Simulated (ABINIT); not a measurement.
Wanted: the native input for an ABINIT 10.8.3 (patched build) run.

```yaml
Task: equation of state
Functional: AM05
Potentials_or_basis: JTH PAW PBE v2.0
Cutoff: 599 eV
k_mesh: 8 × 8 × 8
Occupations: fermi-dirac, width 0.05 eV
Spin: no spin polarisation
Fine-grid_cutoff: 1197.3 eV
Exchange_and_correlation_inside_the_PAW_spheres: full angular mesh (pawxcdev 0, this build's default; the released program takes 1)
```

The system is CdS (Hawleyite).

```xyz
2
Lattice="0.0000 2.9165 2.9165 2.9165 0.0000 2.9165 2.9165 2.9165 0.0000" Properties=species:S:1:pos:R:3 pbc="T T T"
Cd    0.0000    0.0000    0.0000
S     4.3748    4.3748    4.3748
```

These files were run (other wordings do the same):

run.abi

```
ndtset 7
getwfk -1
scalecart1 3*0.9795861087
scalecart2 3*0.9864848297
scalecart3 3*0.9932883884
scalecart4 3*1.0000000000
scalecart5 3*1.0066227096
scalecart6 3*1.0131594038
scalecart7 3*1.0196128224

pp_dirpath "./"
pseudos "Cd.GGA_PBE-JTH.xml, S.GGA_PBE-JTH.xml"

acell 7.7942771716 7.7942771716 7.7942771716
rprim
     0.0000000000     0.7071067812     0.7071067812
     0.7071067812     0.0000000000     0.7071067812
     0.7071067812     0.7071067812     0.0000000000
ntypat 2
znucl 48 16
natom 2
typat 1 2
xred
     0.0000000000     0.0000000000     0.0000000000
     0.7500000000     0.7500000000     0.7500000000

ecut 22.0
pawecutdg 44.0

kptopt 1
ngkpt 8 8 8
nshiftk 1
shiftk 0.0 0.0 0.0

ixc -120135

nband 13
occopt 3
tsmear 0.05 eV

nstep 100
tolvrs 1.0e-9

iomode 3
prtwf 1
prtden 0
prteig 0
prtebands 0
enunit 2
```

Potentials or basis: JTH PAW PBE v2.0.

Command:

```console
$ abinit run.abi > log 2>&1
```

It gave:

The equilibrium volume is 24.95 Å³/atom, the bulk modulus is 58 GPa and the pressure derivative of the bulk modulus is 4.7.

Caveat: pressures at fixed basis lie under the slope of the energies; the PAW data sets were made with another functional, which shifts forces and pressure a little.

It took 4.6 min on 1 thread of Intel(R) Xeon(R) Processor @ 2.70GHz, on a shared host, peak memory 0.17 GiB.
